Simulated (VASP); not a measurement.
# Ir (I4/mmm) in VASP: further runs

One crystal, Ir, is run at these levels: PBEsol; tasks: single point.

Program: VASP 6.6.1. These are calculated values, not measurements. Logs are shortened: lines on timing, memory, paths and dates and some standing lists are left out, and cuts for length are marked.

## 1. The cell of the first run

It takes space group I4/mmm (No. 139, tetragonal). The conventional cell has a = 2.715 Å, b = 2.715 Å, c = 4.271 Å, α = 90.00°, β = 90.00°, γ = 90.00°. Ir (site symmetry 4/mmm) has 12 Ir at 2.71 to 2.87 Å as nearest neighbours.

This isn't the form of Ir at room conditions, which is fcc.

## 2. Single point, PBEsol (strain +0.1125 x Voigt [0, 0, 1, 0, 0, 0], atoms carried along)

INCAR

```
SYSTEM = Ir
ALGO     = Fast           ! electronic algorithm
EDIFF    = 1E-6           ! SCF threshold, eV
ENCUT    = 520            ! plane-wave cutoff, eV
GGA      = PS             ! functional
ISIF     = 2              ! what is computed and relaxed
ISMEAR   = 0              ! smearing method
LASPH    = .True.         ! aspherical terms in the spheres
LCHARG   = .False.        ! write CHGCAR
LREAL    = .False.        ! projectors in reciprocal space
LWAVE    = .False.        ! write WAVECAR
NBANDS   = 10             ! bands
NELM     = 100            ! most SCF steps
PREC     = Accurate       ! precision mode
SIGMA    = 0.15           ! smearing width, eV
```

KPOINTS

```
k-points
0
Gamma
  22 22 22
  0 0 0
```

POSCAR

```
Ir
1.0
    0.0000000000      1.9197000000      2.1356662500
    1.9197000000      0.0000000000      2.1356662500
    1.9197000000      1.9197000000      0.0000000000
Ir
1
Direct
    0.0000000000      0.0000000000      0.0000000000
```

Potentials or basis: VASP PAW PBE potentials, release 64 (Ir).

Started as:

```console
> cat potpaw_PBE.64/Ir/POTCAR > POTCAR
> mpirun -np 1 vasp_std > vasp.out
```

OUTCAR:

```text
SYSTEM = Ir
   EDIFF = 1E-6
   ENCUT = 520
   GGA = PS
   ISIF = 2
   ISMEAR = 0
   LASPH = .True.
   LREAL = .False.
   NELM = 100
   PREC = Accurate

 ion  position               nearest neighbor table
   1  0.000  0.000  0.000-

  LATTYP: Found a body centered tetragonal cell.
 ALAT       =     2.7148657757
 C/A-ratio  =     1.5733125881

  Lattice vectors:

 A1 = (  -1.9197000000,   0.0000000000,   2.1356662500)
 A2 = (   1.9197000000,   0.0000000000,   2.1356662500)
 A3 = (   0.0000000000,   1.9197000000,  -2.1356662500)

Analysis of symmetry for initial positions (statically):
=====================================================================
 Subroutine PRICEL returns:
 Original cell was already a primitive cell.

 Routine SETGRP: Setting up the symmetry group for a
 body centered tetragonal supercell.

 Subroutine GETGRP returns: Found 16 space group operations
 (whereof 16 operations were pure point group operations)
 out of a pool of 16 trial point group operations.

The static configuration has the point symmetry D_4h.

Analysis of symmetry for dynamics (positions and initial velocities):
=====================================================================
 Subroutine PRICEL returns:
 Original cell was already a primitive cell.

 Routine SETGRP: Setting up the symmetry group for a
 body centered tetragonal supercell.

 Subroutine GETGRP returns: Found 16 space group operations
 (whereof 16 operations were pure point group operations)
 out of a pool of 16 trial point group operations.

The dynamic configuration has the point symmetry D_4h.

 Subroutine INISYM returns: Found 16 space group operations
 (whereof 16 operations are pure point group operations),
 and found     1 'primitive' translations

----------------------------------------------------------------------------------------

                                     Primitive cell

  volume of cell :      15.7409

  direct lattice vectors                    reciprocal lattice vectors
     0.000000000  1.919700000  2.135666250    -0.260457363  0.260457363  0.234118978
     1.919700000  0.000000000  2.135666250     0.260457363 -0.260457363  0.234118978
     1.919700000  1.919700000  0.000000000     0.260457363  0.260457363 -0.234118978

  length of vectors
     2.871640371  2.871640371  2.714865776     0.436449048  0.436449048  0.436449048

  position of ions in fractional coordinates (direct lattice)
     0.000000000  0.000000000  0.000000000

  ion indices of the primitive-cell ions
   primitive index   ion index
                 1           1

----------------------------------------------------------------------------------------

 KPOINTS: k-points

Automatic generation of k-mesh.
 Grid dimensions read from file:
 generate k-points for:   22   22   22

 Generating k-lattice:

  Cartesian coordinates                     Fractional coordinates (reciprocal lattice)
    -0.011838971  0.011838971  0.010641772     0.045454545  0.000000000  0.000000000
     0.011838971 -0.011838971  0.010641772     0.000000000  0.045454545  0.000000000
     0.011838971  0.011838971 -0.010641772    -0.000000000 -0.000000000  0.045454545

  Length of vectors
     0.019838593  0.019838593  0.019838593

  Shift w.r.t. Gamma in fractional coordinates (k-lattice)
     0.000000000  0.000000000  0.000000000

 Subroutine IBZKPT returns following result:
 ===========================================

 Found    834 irreducible k-points:

 Following reciprocal coordinates:
            Coordinates               Weight
  0.000000  0.000000  0.000000      1.000000
  0.045455  0.000000  0.000000      8.000000
  0.090909  0.000000  0.000000      8.000000
  0.136364  0.000000  0.000000      8.000000
  0.181818  0.000000  0.000000      8.000000
  0.227273  0.000000  0.000000      8.000000
[... 16 lines left out ...]
  0.500000  0.045455  0.000000      8.000000
 -0.454545  0.045455  0.000000      8.000000
 [... further k-points ...]
   k-points           NKPTS =    834   k-points in BZ     NKDIM =    834   number of bands    NBANDS=     10
   number of dos      NEDOS =    301   number of ions     NIONS =      1
   total plane-waves  NPLWV =  11520
   dimension x,y,z NGX =    24 NGY =   24 NGZ =   20
   dimension x,y,z NGXF=    48 NGYF=   48 NGZF=   40
   ions per type =               1
   NGX,Y,Z   is equivalent  to a cutoff of  13.89, 13.89, 12.25 a.u.
   NGXF,Y,Z  is equivalent  to a cutoff of  27.79, 27.79, 24.49 a.u.
 SYSTEM =  Ir
   PREC   = accura    normal or accurate (medium, high low for compatibility)
   ISTART =      0    job   : 0-new  1-cont  2-samecut
   ICHARG =      2    charge: 1-file 2-atom 10-const
   ISPIN  =      1    spin polarized calculation?
   LNONCOLLINEAR =      F non collinear calculations
   LSORBIT =      F    spin-orbit coupling
   LASPH  =      T    aspherical Exc in radial PAW
   ENCUT  =  520.0 eV  38.22 Ry    6.18 a.u.   5.34  5.34  5.05*2*pi/ulx,y,z
   NELM   =    100;   NELMIN=  2; NELMDL= -5     # of ELM steps
   EDIFF  = 0.1E-05   stopping-criterion for ELM
   LREAL  =      F    real-space projection
   EDIFFG = 0.1E-04   stopping-criterion for IOM
   NSW    =      0    number of steps for IOM
   IBRION =     -1    ionic relax: 0-MD 1-quasi-New 2-CG
   NFREE  =      0    steps in history (QN), initial steepest desc. (CG)
   ISIF   =      2    stress and relaxation
   ISYM   =      2    0-nonsym 1-usesym 2-fastsym
   POTIM  = 0.5000    time-step for ionic-motion
   TEBEG  =    0.0;   TEEND  =   0.0 temperature during run
   PSTRESS=    0.0 pullay stress
   NELECT =       9.0000    total number of electrons
   NUPDOWN=      -1.0000    fix difference up-down
   EMIN   =  10.00;   EMAX   =-10.00  energy-range for DOS
   EFERMI =   0.00;   METHOD = LEGACY
   ISMEAR =     0;   SIGMA  =   0.15  broadening in eV -4-tet -1-fermi 0-gaus
   EFERMI_NEDOS =   21; number of points for ismear=-14 and -15
   IALGO  =     68    algorithm
   IMIX   =      4    mixing-type and parameters
     AMIX     =   0.40;   BMIX     =  1.00
     AMIX_MAG =   1.60;   BMIX_MAG =  1.00
  volume/ion in A,a.u.               =      15.74       106.22
  Fermi-wavevector in a.u.,A,eV,Ry     =   1.358769  2.567701 25.119800  1.846253
  Thomas-Fermi vector in A             =   2.485574
   LORBIT       =      0    0 simple, 1 ext, 2 COOP (PROOUT), +10 PAW based schemes
   GGA     = PS    functional components
   LHFCALC =     F    Hartree Fock is set to
   AEXX    =    0.0000 exact exchange contribution
   IVDW    =     0    specifies the selected vdW correction
   LEPSILON=     F    determine dielectric tensor
   LRPA    =     F    only Hartree local field effects (RPA)
 non-spin polarized calculation
 RMM-DIIS sequential band-by-band and
 Gauss-broadening in eV      SIGMA  =   0.15
  energy-cutoff  :      520.00
  volume of cell :       15.74
 maximum number of plane-waves:       436
 NGX is ok and might be reduce to    24
   NGX = 11   NGY = 11   NGZ = 11

 number of electron       9.0000000 magnetization

 Free energy of the ion-electron system (eV)
  ---------------------------------------------------
  ext. energy  EPLUGINS =         0.00000000
  ---------------------------------------------------
  free energy    TOTEN  =        -9.53329370 eV

  energy without entropy =       -9.51964794  energy(sigma->0) =       -9.52647082

 E-fermi :   8.4476     XC(G=0): -13.4775

 val. band max:        8.4416670307   @ k =  -0.3636   0.0000   0.0909
 cond. band min:       8.4485356107   @ k =   0.3636  -0.0000   0.2273
 fundamental gap:      0.0068685799
 Fermi energy:         8.4475632161

 k-point     1 :       0.0000    0.0000    0.0000
  band No.  band energies     occupation
      1      -1.5824      2.00000
      2       4.3683      2.00000
      3       5.6754      2.00000
      4       5.6754      2.00000
      5       6.5738      2.00000
      6       8.2370      1.95283
      7      23.1451      0.00000
      8      26.1876      0.00000
      9      28.8466      0.00000
     10      28.8466      0.00000

 k-point     2 :       0.0455    0.0000    0.0000
  band No.  band energies     occupation
      1      -1.4993      2.00000
      2       4.3917      2.00000
      3       5.6414      2.00000
      4       5.7093      2.00000
      5       6.5697      2.00000
      6       8.2015      1.97965
      7      23.2781      0.00000
      8      26.2002      0.00000
      9      28.4038      0.00000
     10      28.9795      0.00000

 k-point     3 :       0.0909    0.0000    0.0000
  band No.  band energies     occupation
      1      -1.2549      2.00000
      2       4.4501      2.00000
      3       5.5452      2.00000
      4       5.8054      2.00000
      5       6.5773      2.00000
      6       8.1044      1.99879
      7      23.6497      0.00000
      8      25.9737      0.00000
      9      27.8398      0.00000
     10      29.3663      0.00000

 k-point     4 :       0.1364    0.0000    0.0000
  band No.  band energies     occupation
      1      -0.8653      2.00000
      2       4.5141      2.00000
      3       5.4054      2.00000
      4       5.9451      2.00000
      5       6.6475      2.00000
      6       7.9751      1.99999
      7      24.1692      0.00000
      8      25.0808      0.00000
      9      28.0148      0.00000
     10      29.9689      0.00000

 k-point     5 :       0.1818    0.0000    0.0000
  band No.  band energies     occupation
      1      -0.3623      2.00000
      2       4.5631      2.00000
      3       5.2467      2.00000
      4       6.0905      2.00000
      5       6.8353      2.00000
      6       7.8643      2.00000
      7      23.8509      0.00000
      8      24.6477      0.00000
      9      28.6729      0.00000
     10      30.7077      0.00000

 k-point     6 :       0.2273    0.0000    0.0000
  band No.  band energies     occupation
      1       0.1968      2.00000
      2       4.6332      2.00000
      3       5.0872      2.00000
      4       6.1824      2.00000
      5       7.1626      2.00000
      6       7.8413      2.00000
      7      22.4943      0.00000
      8      24.7748      0.00000
      9      29.5088      0.00000
     10      31.2856      0.00000
[... 183 lines left out ...]
 k-point    21 :       0.4091    0.0455    0.0000
  band No.  band energies     occupation
      1       1.4432      2.00000
      2       4.5481      2.00000
      3       5.9634      2.00000
      4       6.3701      2.00000
      5       8.7662      0.00266
      6       8.8906      0.00003
      7      16.9525      0.00000
      8      22.7414      0.00000
      9      28.0925      0.00000
     10      28.7636      0.00000

 k-point    22 :       0.4545    0.0455    0.0000
  band No.  band energies     occupation
      1       1.4871      2.00000
      2       4.4848      2.00000
      3       5.8636      2.00000
      4       7.1707      2.00000
      5       8.9118      0.00001
      6       9.3757      0.00000
      7      15.6366      0.00000
      8      22.3545      0.00000
      9      27.2511      0.00000
     10      28.3960      0.00000

 k-point    23 :       0.5000    0.0455    0.0000
  band No.  band energies     occupation
      1       1.4978      2.00000
      2       4.4668      2.00000
      3       5.8048      2.00000
      4       7.6258      2.00000
      5       8.9494      0.00000
      6       9.7667      0.00000
      7      14.8505      0.00000
      8      22.1648      0.00000
      9      26.7221      0.00000
     10      28.3164      0.00000

 k-point    24 :      -0.4545    0.0455    0.0000
  band No.  band energies     occupation
      1       1.5013      2.00000
      2       4.4907      2.00000
      3       5.7963      2.00000
      4       7.4982      2.00000
      5       8.8640      0.00009
      6       9.9016      0.00000
      7      14.9297      0.00000
      8      22.1862      0.00000
      9      26.5871      0.00000
     10      28.5612      0.00000

 [... further k-points ...]

------------------------ aborting loop because EDIFF is reached ----------------------------------------

  FORCE on cell =-STRESS in cart. coord.  units (eV):
  Direction    XX          YY          ZZ          XY          YZ          ZX
  --------------------------------------------------------------------------------------
  -------------------------------------------------------------------------------------
  Total       -2.0160957     -2.0160957     -4.8305371      0.0000000     -0.0000000     -0.0000000
  in kB     -205.2067336   -205.2067336   -491.6724728      0.0000000     -0.0000000     -0.0000000
  external PRESSURE =    -300.6953133 kB  Pullay stress =       0.0000000 kB

 VOLUME and BASIS-vectors are now :
 -----------------------------------------------------------------------------
  energy-cutoff  :      520.00
  volume of cell :       15.74
      direct lattice vectors                 reciprocal lattice vectors
     0.000000000  1.919700000  2.135666250    -0.260457363  0.260457363  0.234118978
     1.919700000  0.000000000  2.135666250     0.260457363 -0.260457363  0.234118978
     1.919700000  1.919700000  0.000000000     0.260457363  0.260457363 -0.234118978

 POSITION                                       TOTAL-FORCE (eV/Angst)
 -----------------------------------------------------------------------------------
      0.00000      0.00000      0.00000         0.000000      0.000000      0.000000
 -----------------------------------------------------------------------------------
    total drift:                                0.000000      0.000000     -0.000000

  FREE ENERGIE OF THE ION-ELECTRON SYSTEM (eV)
  ---------------------------------------------------
  free  energy   TOTEN  =        -9.5332937035 eV

  energy  without entropy=       -9.5196479428  energy(sigma->0) =       -9.52647082
```

Wall time 96 s (1 thread of Intel Xeon Platinum 8375C at 2.90GHz (Ice Lake), shared host); peak memory 0.26 GiB.

Results:

| Item | Value |
| --- | --- |
| Free energy | -9.5333 eV |
| Pressure | -30.1 GPa |
| Band gap on the k mesh | none (metal or under the smearing width) |

Stress tensor (GPa, compression positive):
```
-20.52   0.00   0.00
  0.00 -20.52   0.00
  0.00   0.00 -49.17
```

Levels at points of the mesh, in eV from the Fermi level:
```tsv
k point	band 1	band 2	band 3	band 4	band 5	band 6	band 7	band 8	band 9
(0.00, 0.00, 0.00)	-10.03	-4.08	-2.77	-2.77	-1.87	-0.21	14.70	17.74	20.40
(0.50, 0.00, 0.00)	-7.01	-3.94	-2.70	-0.45	0.49	1.01	6.36	13.67	18.35
(0.50, 0.50, 0.00)	-6.88	-6.22	0.47	0.90	1.15	1.15	7.41	12.51	12.51
(0.50, 0.00, 0.50)	-6.69	-6.17	0.55	0.59	1.91	2.46	10.11	10.31	11.05
```

Caveat: the cell as given lies far from equilibrium; so large a pressure means that the cell lies far from this level's equilibrium, or that cutoff or potentials fall short; the potentials were made for another functional, which shifts forces and pressure. Spin-orbit coupling is left out, which matters for the levels of Ir.

## 3. Single point, PBEsol (strain -0.1500 x Voigt [0, 0, 1, 0, 0, 0], atoms carried along)

INCAR

```
SYSTEM = Ir
  PREC = Accurate
  ENCUT = 520
  EDIFF = 1E-7
  ISMEAR = 0
  SIGMA = 0.15
  LREAL = .False.
  LASPH = .True.
  NELM = 100
  ALGO = Normal
  ISIF = 2
  LWAVE = .False.
  LCHARG = .True.
  GGA = PS
  LELF = .True.
  LVHAR = .True.
  NBANDS = 10
```

KPOINTS

```
Automatic mesh
0
Gamma
  22 22 22
  0 0 0
```

POSCAR

```
Ir
1.0
    0.0000000000      1.9197000000      1.6317450000
    1.9197000000      0.0000000000      1.6317450000
    1.9197000000      1.9197000000      0.0000000000
Ir
1
Direct
    0.0000000000      0.0000000000      0.0000000000
```

Potentials or basis: VASP PAW PBE potentials, release 64 (Ir).

Started as:

```console
> cat potpaw_PBE.64/Ir/POTCAR > POTCAR
> mpirun -np 1 vasp_std > vasp.out
```

It took 77 s on 1 thread of Intel Xeon Platinum 8375C at 2.90GHz (Ice Lake), shared host; peak memory 0.22 GiB.

Results (log left out):

```
Free energy            : -8.9854 eV
Pressure               : 97.9 GPa
Band gap on the k mesh : none (metal or under the smearing width)
```

Stress tensor (GPa, compression positive):
```
 74.10   0.00   0.00
  0.00  74.10   0.00
  0.00   0.00 145.59
```

Levels at points of the mesh, in eV from the Fermi level:
```csv
k point,band 1,band 2,band 3,band 4,band 5,band 6,band 7,band 8
"(0.00, 0.00, 0.00)",-12.92,-5.38,-5.38,-3.19,-3.12,-0.23,14.52,18.48
"(0.50, 0.00, 0.00)",-9.92,-6.35,-3.35,-0.98,0.43,2.21,9.49,13.28
"(0.50, 0.50, 0.00)",-9.82,-9.50,1.34,2.14,2.14,4.71,10.60,10.60
"(0.50, 0.00, 0.50)",-9.93,-8.81,0.59,0.78,0.81,2.97,11.57,12.35
```

Caveat: the cell as given lies far from equilibrium; so large a pressure means that the cell lies far from this level's equilibrium, or that cutoff or potentials fall short; the potentials were made for another functional, which shifts forces and pressure. Spin-orbit coupling is left out, which matters for the levels of Ir.
